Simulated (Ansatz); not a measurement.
**Structure types of Si2W compared at 0.026 GPa**

Structure types of Si2W are relaxed in primitive cells with their symmetry kept at 0.026 GPa, first on PAW files, then by LAPW. The enthalpy is E + pV at zero temperature, without zero-point motion. Only the types listed were tried, and differences under about 5 meV/atom are mesh noise. The real phase may be another.

Computed with Ansatz 0.2.0; functional PBE, scalar-relativistic. Settings: Fermi–Dirac smearing of 0.05 eV, no spin polarisation. Methods: LAPW: all electrons, basis error target 0.5 meV/atom; PAW: frozen-core files, cutoff 420 eV.

k meshes: MoSi2 14×14×14, fluorite 9×9×9, AlB2 9×9×7.

Spin–orbit coupling is left out, which matters for the heavy atoms.

```tsv
start type	ends as	a, b, c (Å)	V (Å³/atom)	H − H(lowest), LAPW (meV/atom)
MoSi2	MoSi2, I4/mmm	3.229, 3.229, 7.866	13.67	0.0
fluorite	fluorite, Fm-3m	5.898, 5.898, 5.898	17.10	?
AlB2	AlB2, P6/mmm	4.321, 4.321, 2.612	14.08	?
```

**Question.** Fill in "H − H(lowest), LAPW (meV/atom)" for the row "fluorite".

**Answer.** 861.4.

**Question.** What belongs in the row "AlB2", column "H − H(lowest), LAPW (meV/atom)"?

**Answer.** 689.8.
